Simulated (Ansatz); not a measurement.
Lattice vibrations of CuO at Γ

Level of theory: Ansatz 0.2.0, DFT PBE, scalar-relativistic, plane waves, PAW. Settings: 420 eV plane-wave cutoff, Γ-centred 24×24×24 mesh, Fermi-Dirac smearing of 0.15 eV. No spin polarisation. Phonons by linear response, acoustic sum rule imposed.

Relaxed structure:
```
Cu O
1.0
     0.00000    2.12405    2.12405
     2.12405    0.00000    2.12405
     2.12405    2.12405    0.00000
Cu O
1 1
Direct
  0.00000 0.00000 0.00000
  0.50000 0.50000 0.50000
```

It was reached by relaxing an invented guess, and it needn't be the stable form of this composition. In a metal, frequencies depend on the k mesh and the smearing, soft modes most.

Optical modes at Γ:
```tsv
frequency (THz)	degeneracy
9.82	3
```

All 3 optical modes at Γ are real: no displacement of atoms at fixed cell lowers the energy to second order. Strains and modes at other wave vectors aren't tested by this run.
